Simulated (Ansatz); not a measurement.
MnSb

Method: PBE with spin–orbit coupling; two-component spinors; PAW, 420 eV, 10×10×6 k-mesh, Gaussian smearing of 0.05 eV; code Ansatz; PAW files: Ansatz's generated set soft_2.

```
Mn Sb
1.0
     4.09914    0.00000    0.00000
    -2.04957    3.54996    0.00000
     0.00000    0.00000    5.59425
Mn Sb
2 2
Direct
  0.00000 0.00000 0.00000
  0.00000 0.00000 0.50000
  0.33333 0.66667 0.25000
  0.66667 0.33333 0.75000
```

The chain of runs began from a cell as deposited in COD, expanded in volume.

Magnetic state: ferromagnetic, site spin moments Mn 3.03; Sb -0.06 μB, along [001] (Cartesian), which lowers the symmetry.

Path: Γ–M–K–Γ–A–L–H–A | L–M | H–K, with Γ = (0.000, 0.000, 0.000), M = (0.500, 0.000, 0.000), K = (0.333, 0.333, 0.000), A = (0.000, 0.000, 0.500), L = (0.500, 0.000, 0.500), H = (0.333, 0.333, 0.500) in reciprocal vectors of the calculation's cell.

Is it a metal or an insulator, and if it has a gap, where are the band edges on this path?

A metal: bands cross the Fermi level.

Levels between -3 and 5 eV from the Fermi level at the path's named points:
```tsv
point	below E_F (eV)	above E_F (eV)
Γ	-2.96 -2.96 -2.84 -2.62 -2.58 -2.54 -1.75 -1.70 -1.14 -0.22 -0.17 -0.13	0.14 0.17 0.22 0.23 0.68 0.80 1.47 1.50 2.25 2.58 2.66 2.77 2.94 2.99 3.07 3.87 4.06 4.80
M	-2.89 -2.85 -2.56 -2.50 -2.40 -2.37 -2.29 -2.29 -2.21 -1.89 -1.75 -1.72 -1.27 -0.64	0.35 0.59 0.69 0.86 0.99 1.38 1.55 1.84 3.14 3.39 3.61 4.49 4.62 4.81 4.90 4.92
K	-2.79 -2.51 -2.50 -2.40 -2.34 -2.03 -1.99 -1.84 -1.81 -1.74 -0.70 -0.67 -0.39	0.29 0.38 0.49 0.57 0.64 1.28 1.30 1.54 1.58 2.29 2.30 2.58 4.23
A	-2.53 -2.53 -2.51 -2.51 -1.97 -1.97 -1.97 -1.97 -1.71 -1.71 -0.36 -0.36	0.42 0.42 0.43 0.43 0.81 0.81 1.68 1.68 2.06 2.06 2.97 2.97 3.24 3.24 4.81 4.81
L	-2.40 -2.40 -2.30 -2.30 -2.18 -2.18 -2.12 -2.12 -1.65 -1.65	0.17 0.17 0.24 0.24 0.74 0.74 0.79 0.79 1.37 1.37 1.94 1.94 2.93 2.93 4.32 4.32 4.86 4.86
H	-2.53 -2.50 -2.22 -2.21 -1.71 -1.64 -1.62 -1.61 -1.33 -1.28	0.32 0.33 0.61 0.62 1.04 1.07 1.34 1.39 3.26 3.45 4.26 4.38
```

It ran for 3 min on 4 threads of Arm Neoverse V2, with other jobs on the host, peak memory 1.6 GiB.

Site moments are of spin, integrated over Gaussian weights of 0.5 Å, which gives about a tenth less on f atoms than spheres do. No antiparallel order was tried. The relaxed cell is 6 % smaller in volume than the cell of this structure in the Crystallography Open Database (21.57 Å³/atom, 1988).
